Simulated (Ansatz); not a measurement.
# V (P6_3/mmc), two-dimensional strain map

All numbers below come from DFT PBE, scalar-relativistic, plane waves, PAW in Ansatz. Cutoff 420 eV, Γ-centred 21×21×10 k-points, Gaussian smearing of 0.15 eV. No spin polarisation. Energies are free energies at this smearing, counted from the undisturbed cell; pressure is positive in compression.

Zero of the scan (as given, not relaxed at this level; it stands at -0.3 GPa; this form isn't the usual structure):

```
V
1.0
     2.60429    0.00000    0.00000
    -1.30215    2.25538    0.00000
     0.00000    0.00000    4.72334
V
2
Direct
  0.66667 0.33333 0.75000
  0.33333 0.66667 0.25000
```

The cell is strained by p along both x and y and by q along z, fractional coordinates fixed. Points are written (p, q).

Energy above the undisturbed cell in meV/atom (a dash: not computed):

| p \ q | -0.050 | -0.025 | 0.000 | 0.025 | 0.050 |
| --- | --- | --- | --- | --- | --- |
| -0.050 | 188.7 | 135.2 | 104.0 | 92.3 | 97.2 |
| 0.000 | 26.4 | – | 0.0 | – | 35.2 |
| 0.050 | 45.8 | – | 76.1 | – | 149.1 |

Pressure in GPa:

```
 p \ q  -0.050  -0.025  0.000  0.025  0.050
-0.050    35.0    27.6   21.3   15.9   11.4
 0.000     9.5       –   -0.3      –   -7.4
 0.050    -7.4       –  -14.2      –  -19.1
```